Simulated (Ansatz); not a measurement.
The system is TaN.

```
Ta N
1.0
     2.92177    0.00000    0.00000
    -1.46088    2.53033    0.00000
     0.00000    0.00000    5.91652
Ta N
2 2
Direct
  0.00000 0.00000 0.50000
  0.00000 0.00000 0.00000
  0.33333 0.66667 0.25000
  0.66667 0.33333 0.75000
```

The cell comes from a database or a generator and needn't be the stable form of this composition.

Base run:

- Program: Ansatz 0.2.0
- Functional: RPBE
- Potentials or basis: Ansatz PAW
- Cutoff: 420 eV (not typed: the program's choice for these potentials)
- k mesh: 10 × 10 × 5
- Occupations: gaussian, width 0.02 eV
- Spin: no spin polarisation

Its results: band gap on the k mesh none (metal or under the smearing width); pressure 3.6 GPa.

The run is repeated on the same cell with these changes: functional from RPBE to PBE; occupations from gaussian, width 0.02 eV to gaussian, width 0.05 eV. What comes out?

Band gap on the k mesh none (metal or under the smearing width); pressure -1.1 GPa.

Caveats: the PAW data sets come from PBE, with cores solved anew for the run's functional, which leaves a small shift of forces and pressure (some runs).
